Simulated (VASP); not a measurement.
# K (P6/mmm) in VASP: further runs, part 2 of 2

VASP 6.6.1. The steps go on from the part before.

**3. Single point, PBE**

This run uses another cell than the first one, of 40.89 Å³/atom, 0.550 times its volume.

INCAR reads:

```
SYSTEM = K
ALGO     = Normal         ! electronic algorithm
EDIFF    = 1E-7           ! SCF threshold, eV
ENCUT    = 520            ! plane-wave cutoff, eV
GGA      = PE             ! functional
ISIF     = 2              ! what is computed and relaxed
ISMEAR   = -1             ! smearing method
LASPH    = .TRUE.         ! aspherical terms in the spheres
LCHARG   = .FALSE.        ! write CHGCAR
LREAL    = .FALSE.        ! projectors in reciprocal space
LWAVE    = .FALSE.        ! write WAVECAR
NBANDS   = 20             ! bands
NELM     = 100            ! most SCF steps
PREC     = Accurate       ! precision mode
SIGMA    = 0.1            ! smearing width, eV
```

KPOINTS reads:

```
k-points
0
G
  5 5 7
  0 0 0
```

POSCAR reads:

```
K
1.0
    6.2003871216      0.0000000000      0.0000000000
   -3.1001935608      5.3696927606      0.0000000000
    0.0000000000      0.0000000000      3.6844764004
K
3
Direct
    0.0000000000      0.0000000000      0.0000000000
    0.3333333333      0.6666666667      0.5000000000
    0.6666666667      0.3333333333      0.5000000000
```

Potentials or basis: VASP PAW PBE potentials, release 64 (K_sv).

Run with:

```sh
cat potpaw_PBE.64/K_sv/POTCAR > POTCAR
mpirun -np 1 vasp_std > vasp.out
```

OUTCAR:

```text
SYSTEM = K
   EDIFF = 1E-7
   ENCUT = 520
   GGA = PE
   ISIF = 2
   ISMEAR = -1
   LASPH = .TRUE.
   LREAL = .FALSE.
   NELM = 100
   PREC = Accurate

 ion  position               nearest neighbor table
   1  0.000  0.000  0.000-
   2  0.333  0.667  0.500-   3 3.58   3 3.58   3 3.58
   3  0.667  0.333  0.500-   2 3.58   2 3.58   2 3.58

  LATTYP: Found a hexagonal cell.
 ALAT       =     6.2003871216
 C/A-ratio  =     0.5942332838

  Lattice vectors:

 A1 = (   6.2003871216,   0.0000000000,   0.0000000000)
 A2 = (  -3.1001935608,   5.3696927606,   0.0000000000)
 A3 = (   0.0000000000,   0.0000000000,   3.6844764004)

Analysis of symmetry for initial positions (statically):
=====================================================================
 Subroutine PRICEL returns:
 Original cell was already a primitive cell.

 Routine SETGRP: Setting up the symmetry group for a
 hexagonal supercell.

 Subroutine GETGRP returns: Found 24 space group operations
 (whereof 24 operations were pure point group operations)
 out of a pool of 24 trial point group operations.
[... 157 lines left out ...]
  free energy    TOTEN  =        -1.92290158 eV

  energy without entropy =       -1.85934551  energy(sigma->0) =       -1.89112354

 E-fermi :   1.6822     XC(G=0):  -7.3010

 val. band max:        1.6450882333   @ k =   0.2000   0.2000   0.1429
 cond. band min:       1.6894419505   @ k =   0.2000   0.2000   0.1429
 fundamental gap:      0.0443537172
 Fermi energy:         1.6821535942

 k-point     1 :       0.0000    0.0000    0.0000
  band No.  band energies     occupation
      1     -30.4782      2.00000
      2     -30.4147      2.00000
      3     -30.2713      2.00000
      4     -14.1390      2.00000
      5     -14.1390      2.00000
      6     -13.9441      2.00000
[... 449 lines left out ...]
     19       4.6710      0.00000
     20       5.2518      0.00000

------------------------ aborting loop because EDIFF is reached ----------------------------------------

  FORCE on cell =-STRESS in cart. coord.  units (eV):
  Direction    XX          YY          ZZ          XY          YZ          ZX
  --------------------------------------------------------------------------------------
  -------------------------------------------------------------------------------------
  Total        4.8060118      4.8060118      4.8333740      0.0000000      0.0000000      0.0000000
  in kB       62.7698940     62.7698940     63.1272635      0.0000000      0.0000000      0.0000000
  external PRESSURE =      62.8890172 kB  Pullay stress =       0.0000000 kB

 VOLUME and BASIS-vectors are now :
 -----------------------------------------------------------------------------
  energy-cutoff  :      520.00
  volume of cell :      122.67
      direct lattice vectors                 reciprocal lattice vectors
     6.200387122  0.000000000  0.000000000     0.161280252  0.093115197  0.000000000
    -3.100193561  5.369692761  0.000000000     0.000000000  0.186230394  0.000000000
     0.000000000  0.000000000  3.684476400     0.000000000  0.000000000  0.271408985

 POSITION                                       TOTAL-FORCE (eV/Angst)
 -----------------------------------------------------------------------------------
      0.00000      0.00000      0.00000         0.000000      0.000000      0.000000
     -0.00000      3.57980      1.84224        -0.000000      0.000000      0.000000
      3.10019      1.78990      1.84224         0.000000     -0.000000      0.000000
 -----------------------------------------------------------------------------------
    total drift:                               -0.000000      0.000000     -0.000000

  FREE ENERGIE OF THE ION-ELECTRON SYSTEM (eV)
  ---------------------------------------------------
  free  energy   TOTEN  =        -1.9229015784 eV

  energy  without entropy=       -1.8593455067  energy(sigma->0) =       -1.89112354
```

stdout:

```text
POSCAR found type information on POSCAR K
 POSCAR found :  1 types and       3 ions
 scaLAPACK will be used
 LDA part: xc-table for (Slater+PW92), standard interpolation
 POSCAR, INCAR and KPOINTS ok, starting setup
 FFT: planning ... GRIDC
 FFT: planning ... GRID_SOFT
 FFT: planning ... GRID
 WAVECAR not read
 entering main loop
```

It took 30 s on 1 thread of Intel Xeon Platinum 8488C (Sapphire Rapids), shared host; peak memory 0.24 GiB.

Results:

```
Free energy            : -1.9229 eV
Pressure               : 6.3 GPa
Band gap on the k mesh : none (metal or under the smearing width)
```

**4. Relaxation of shape and atoms at fixed volume, PBE**

This run uses another cell than the first one, of 40.89 Å³/atom, 0.550 times its volume.

INCAR reads:

```
SYSTEM = K
PREC     = Accurate       ! precision mode
ENCUT    = 600            ! plane-wave cutoff, eV
EDIFF    = 1E-7           ! SCF threshold, eV
ISMEAR   = -1             ! smearing method
SIGMA    = 0.1            ! smearing width, eV
LREAL    = .False.        ! projectors in reciprocal space
LASPH    = .True.         ! aspherical terms in the spheres
NELM     = 100            ! most SCF steps
ALGO     = Fast           ! electronic algorithm
ISIF     = 4              ! what is computed and relaxed
LWAVE    = .False.        ! write WAVECAR
LCHARG   = .False.        ! write CHGCAR
GGA      = PE             ! functional
IBRION   = 2              ! ionic algorithm
NSW      = 50             ! ionic steps
EDIFFG   = -0.005         ! ionic threshold
```

KPOINTS reads:

```
Automatic mesh
0
Gamma
  5 5 7
  0 0 0
```

POSCAR is that of step 3.

Run with:

```sh
cat potpaw_PBE.64/K_sv/POTCAR > POTCAR
mpirun -np 1 vasp_std > vasp.out
```

Run time: 60 s. Hardware: 1 thread of Intel Xeon Platinum 8488C (Sapphire Rapids), shared host; peak memory 0.27 GiB.

It converged, with:

```
Free energy               : -1.9234 eV
Energy gained by relaxing : 0.0 meV/atom
Ionic steps               : 2
Pressure after relaxing   : 6.3 GPa
Band gap on the k mesh    : none (metal or under the smearing width)
```

Final structure:
```yaml
crystal:
  lattice:
    - [6.19949, 0.00000, 0.00000]
    - [-3.09974, 5.36891, 0.00000]
    - [0.00000, 0.00000, 3.68554]
  atoms:
    - { symbol: K, position: [0.00000, 0.00000, 0.00000] }
    - { symbol: K, position: [0.33333, 0.66667, 0.50000] }
    - { symbol: K, position: [0.66667, 0.33333, 0.50000] }
```

Levels at points of the mesh, in eV from the Fermi level:
```
           k point  band 9  band 10  band 11  band 12  band 13  band 14  band 15  band 16  band 17
(0.00, 0.00, 0.00)  -15.42   -15.38   -15.38   -15.32    -3.06     1.36     1.37     1.38     1.39
```

**5. Overview**

```tsv
task	cell	cutoff (eV)	gap on the mesh (eV)	pressure (GPa)
single point	P6/mmm, 74.35 Å³/atom	520	none	0.0
single point	P6/mmm, 40.89 Å³/atom	520	none	6.3
relaxation of shape and atoms at fixed volume	relaxed at fixed volume	600	none	6.3
```

Alike in all rows: level PBE; potentials or basis VASP PAW PBE potentials, release 64 (K_sv); no spin polarisation; k mesh 5 × 5 × 7; smearing fermi-dirac 0.1 eV.

Absolute energies hang on the potentials; compare differences alone.
